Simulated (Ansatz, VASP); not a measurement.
TePb: VASP beside Ansatz

```
CELL_PARAMETERS angstrom
0.00000 3.31685 3.31685
3.31685 0.00000 3.31685
3.31685 3.31685 0.00000
ATOMIC_POSITIONS crystal
Pb 0.00000 0.00000 0.00000
Te 0.50000 0.50000 0.50000
```

Change from the starting cell: hydrostatic strain +1.5%.

Alike in both runs: task single point; functional PBE; k mesh 8 × 8 × 8; occupations fermi-dirac, width 0.02 eV; no spin polarisation.

|  | VASP | Ansatz |
| --- | --- | --- |
| version | VASP 6.6.1 | Ansatz 0.2.0 |
| potentials or method | VASP PAW PBE potentials, release 64 (Pb_d, Te) | plane waves, PAW |
| plane-wave cutoff (eV) | 520 | 420 |
| valence electrons in the cell | 20 | 30 |

```csv
,VASP,Ansatz,Ansatz less VASP
gap on the k mesh at the Fermi level (eV),0.88,0.88,-0.004
pressure (GPa),-1.1,-1.1,+0.04
```

The two sets of potentials don't hold the same shells in valence.

Caveats: spin-orbit coupling is left out, which as a rule narrows the gap of such compounds by several tenths of an eV. A k mesh can miss the band edges.
